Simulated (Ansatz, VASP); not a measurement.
This is a calculation of Pt for Ansatz 0.2.0.

input.yaml

```yaml
crystal:
  lattice:
    - [-1.58422, 1.58422, 1.58422]
    - [1.58422, -1.58422, 1.58422]
    - [1.58422, 1.58422, -1.58422]
  atoms:
    - { symbol: Pt, position: [0.0, 0.0, 0.0] }
hamiltonian:
  xc: pbe
  pseudopotentials: { kind: paw }
kpoints:
  mp_grid: { grid: [12, 12, 12] }
scf:
  occupations: { method: fermi_dirac, width: 0.05 }
output:
  forces: true
  stress: true
  eigenvalues: true
```

Potentials or basis: Ansatz PAW.

Command:

```bash
$ ansatz run input.yaml --threads 2 --pin off --max-ram 5120MiB --backend cpu --events-out ev --progress --plain --runs-dir out
```

Question: Translate it to VASP 6.6.1. Potentials there: VASP PAW PBE potentials, release 64 (Pt).

Answer: As run (the cutoff follows the program's own potentials):

File INCAR:

```
SYSTEM = Pt
  ALGO = Normal
  EDIFF = 1E-7
  ENCUT = 520
  GGA = PE
  ISIF = 2
  ISMEAR = -1
  LASPH = .TRUE.
  LCHARG = .TRUE.
  LELF = .TRUE.
  LREAL = .FALSE.
  LVHAR = .TRUE.
  LWAVE = .FALSE.
  NBANDS = 11
  NELM = 100
  PREC = Accurate
  SIGMA = 0.05
```

File KPOINTS:

```
k-points
0
G
  12 12 12
  0 0 0
```

Contents of POSCAR:

```
Pt
1.0
   -1.5842200000      1.5842200000      1.5842200000
    1.5842200000     -1.5842200000      1.5842200000
    1.5842200000      1.5842200000     -1.5842200000
Pt
1
Direct
    0.0000000000      0.0000000000      0.0000000000
```

Potentials or basis: VASP PAW PBE potentials, release 64 (Pt).

Launch:

```sh
$ cat potpaw_PBE.64/Pt/POTCAR > POTCAR
$ mpirun -np 1 vasp_std > vasp.out
```

Both were run:

|  | VASP | Ansatz | Ansatz less VASP |
| --- | --- | --- | --- |
| gap on the k mesh at the Fermi level (eV) | none | none | - |
| pressure (GPa) | -1.8 | -1.3 | +0.45 |

A gap of «none» marks a metal or a gap that the smearing closes. The functional is the same, so the differences come from potentials, cutoffs and numerics. The two sets of potentials don't hold the same shells in valence.

Spin-orbit coupling is left out, which matters for the levels of Pt.
